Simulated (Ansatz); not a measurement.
Two isomers of C3H6O: A = `C1COC1`, B = `CC(C)=O`.

Gas-phase electronic energies from Ansatz, PBE0-D4/def2-TZVP geometries. CCSD(T)/CBS adds triple-zeta CCSD(T) − MP2 to the extrapolated MP2 energy (def2 sets, frozen cores). Functionals use def2-TZVPP. B3LYP here is the variant with VWN-RPA as its local correlation; programs differ in this.

(1) Which is lower in electronic energy at CCSD(T)/CBS, and by how much? (Estimate.)

(2) Give E(B) − E(A) in kcal/mol with B3LYP, B3LYP-D4, BLYP-D4, HF/def2-TZVPP, CCSD(T)/def2-TZVPP, CCSD(T)/def2-SVP, PBE0-D4. (Estimate.)

(3) Does the order hold for the free energy at 298.15 K (harmonic terms from PBE0-D4)? (Best estimate.)

Largest T1 diagnostic: 0.013.

## Answers

(1) Computed: B, by 31.1 kcal/mol.

(2) Ansatz gave: B3LYP -33.5, B3LYP-D4 -33.4, BLYP-D4 -35.0, HF/def2-TZVPP -34.2, CCSD(T)/def2-TZVPP -30.8, CCSD(T)/def2-SVP -33.5, PBE0-D4 -29.4. None reverses the order clearly.

(3) Ansatz gave: Yes: G(B) − G(A) = -34.3 kcal/mol. Modes under 60 cm⁻¹, often nearly free rotors, make the harmonic entropy too high.

From BLYP to BHLYP (50 % exact exchange), in def2-TZVPP and without D4, E(B) − E(A) moves by +3.0 kcal/mol. Leaving LDA and LC-ωPBE aside and taking each functional with its dispersion term where it has one, the values, not all of them listed here, spread over 5.8 kcal/mol, from BLYP-D4 to PBE-QIDH. LDA lies +3.7 kcal/mol from PBE without D4.
